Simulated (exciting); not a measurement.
Set up this calculation in exciting (release sodium), as the native input.

```
Task                                     : single point
Functional                               : PBE
Potentials or basis                      : all-electron LAPW+lo, shipped species files, valence relativity iora*
rgkmax                                   : 7.5
k mesh                                   : 10 × 10 × 3
Occupations                              : gaussian, width 0.012 eV
Spin                                     : no spin polarisation
outputlevel                              : high
gmaxvr (cutoff of density and potential) : 14 1/bohr
lmaxapw (and lmaxmat)                    : 10
lmaxvr                                   : 8
nempty                                   : 26
Valence relativity                       : iora*
epsengy                                  : 1e-05 Ha
epspot                                   : 1e-05 Ha
maxscl                                   : 60
Muffin-tin radii                         : Mo 2.3, S 1.9 bohr
```

Crystal: MoS2.

```
Mo S
1.0
     3.16900    0.00000    0.00000
    -1.58450    2.74443    0.00000
     0.00000    0.00000   12.32400
Mo S
2 4
Direct
  0.66667 0.33333 0.75000
  0.33333 0.66667 0.25000
  0.66667 0.33333 0.37700
  0.33333 0.66667 0.87700
  0.66667 0.33333 0.12300
  0.33333 0.66667 0.62300
```

The input as run:

input.xml

```xml
<input>
  <title>MoS2</title>
  <structure speciespath="./" tshift="false">
    <crystal scale="1">
      <basevect>5.988542088939 0.000000000000 0.000000000000</basevect>
      <basevect>-2.994271044470 5.186229580667 0.000000000000</basevect>
      <basevect>0.000000000000 0.000000000000 23.288984759888</basevect>
    </crystal>
    <species speciesfile="Mo.xml" rmt="2.3">
      <atom coord="0.666666666700 0.333333333300 0.750000000000"/>
      <atom coord="0.333333333300 0.666666666700 0.250000000000"/>
    </species>
    <species speciesfile="S.xml" rmt="1.9">
      <atom coord="0.666666666700 0.333333333300 0.377000000000"/>
      <atom coord="0.333333333300 0.666666666700 0.877000000000"/>
      <atom coord="0.666666666700 0.333333333300 0.123000000000"/>
      <atom coord="0.333333333300 0.666666666700 0.623000000000"/>
    </species>
  </structure>
  <groundstate do="fromscratch" ngridk="10 10 3" rgkmax="7.5" gmaxvr="14" lmaxapw="10" lmaxmat="10" lmaxvr="8" xctype="GGA_PBE" stype="Gaussian" swidth="0.00044099" nempty="26" ValenceRelativity="iora*" epsengy="1e-05" epspot="1e-05" maxscl="60" tforce="true" outputlevel="high"/>
  <properties>
    <chargedensityplot>
      <plot3d>
        <box grid="16 16 62">
          <origin coord="0 0 0"/>
          <point coord="1 0 0"/>
          <point coord="0 1 0"/>
          <point coord="0 0 1"/>
        </box>
      </plot3d>
    </chargedensityplot>
    <elfplot>
      <plot3d>
        <box grid="16 16 62">
          <origin coord="0 0 0"/>
          <point coord="1 0 0"/>
          <point coord="0 1 0"/>
          <point coord="0 0 1"/>
        </box>
      </plot3d>
    </elfplot>
    <exccplot>
      <plot3d>
        <box grid="16 16 62">
          <origin coord="0 0 0"/>
          <point coord="1 0 0"/>
          <point coord="0 1 0"/>
          <point coord="0 0 1"/>
        </box>
      </plot3d>
    </exccplot>
  </properties>
</input>
```

Potentials or basis: all-electron LAPW+lo, shipped species files, valence relativity iora*.

Run with:

```sh
$ OMP_NUM_THREADS=1 exciting_smp
```

It gave:

```json
{
  "Largest force": "0.039 eV/Å",
  "Band gap on the k mesh": "0.93 eV, indirect (least direct gap 1.87 eV)",
  "All electrons inside the program's atomic spheres": "Mo 39.61; S 13.58 (radii Mo 2.3, S 1.9 bohr)"
}
```

Caveat: an odd mesh through Γ misses points on the zone boundary, where band edges often lie.

Run time: 21 min on 1 thread of Arm Neoverse V1, on a shared host, peak memory 0.29 GiB.
